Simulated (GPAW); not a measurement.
Runs of GPAW 26.7.0 on ZnSe (Stilleite). The structure is cubic, space group F-43m (No. 216). Conventional cell: a = 5.668 Å, b = 5.668 Å, c = 5.668 Å, α = 90.00°, β = 90.00°, γ = 90.00°. Se (site symmetry -43m) is surrounded by 4 Zn at 2.45 Å. Around Zn (site symmetry -43m) lie 4 Se at 2.45 Å. 

```tsv
task	level	potentials or basis	spin	k mesh	maxiter	band path	band points	spin axis theta (degrees)	spin axis phi (degrees)	other keys	gap on the mesh (eV)	pressure (GPa)	V0 of scaled cells (Å³/atom)	B0 (GPa)
band structure	LDA	the program's PAW data sets (release 1.2.1) made for this functional, pw	SOC, no magnetisation	7 × 7 × 7	150	GXWKGLUWLK,UX	80	90	45	-	0.91	-3.6	-	-
band structure	optPBE-vdW	GPAW PAW data sets (gpaw-data 1.2.1), pw	SOC, no magnetisation	7 × 7 × 7	150	GXWKGLUWLK,UX	80	54.7	45	-	1.22	-	-	-
equation of state	PBEsol	PAW data sets generated in the run's folder for this functional, pw	off	7 × 7 × 7	150	-	-	-	-	-	-	-	(b)	(a)
equation of state	LDA	the program's PAW data sets (release 1.2.1) made for this functional, pw	off	7 × 7 × 7	150	-	-	-	-	-	-	-	21.50	72
single point	PBE	GPAW PAW data sets (gpaw-data 1.2.1), pw	off	10 × 10 × 10	50	-	-	-	-	several, not listed	1.30	2.1	-	-
band structure	PBE	PAW data sets generated in the run's folder for this functional, pw	off	7 × 7 × 7	150	GXWKGLUWLK,UX	100	-	-	-	1.30	2.1	-	-
```

Alike in all rows: cell as given; cutoff (eV) 600; smearing fermi-dirac 0.05 eV.

Problem. Estimate the missing entries.

Solution. (a) 65; (b) 22.35.

Caveats: spin-orbit coupling was added after a scalar SCF, so levels and gaps hold it while energy, forces, pressure and moments don't (some runs); this program's spin-orbit splittings come out too wide for heavy elements (some runs); the PAW data sets were made with another functional, which shifts forces and pressure a little (some runs).

A k mesh can miss the band edges, and rows without SOC leave out spin-orbit coupling on Se.
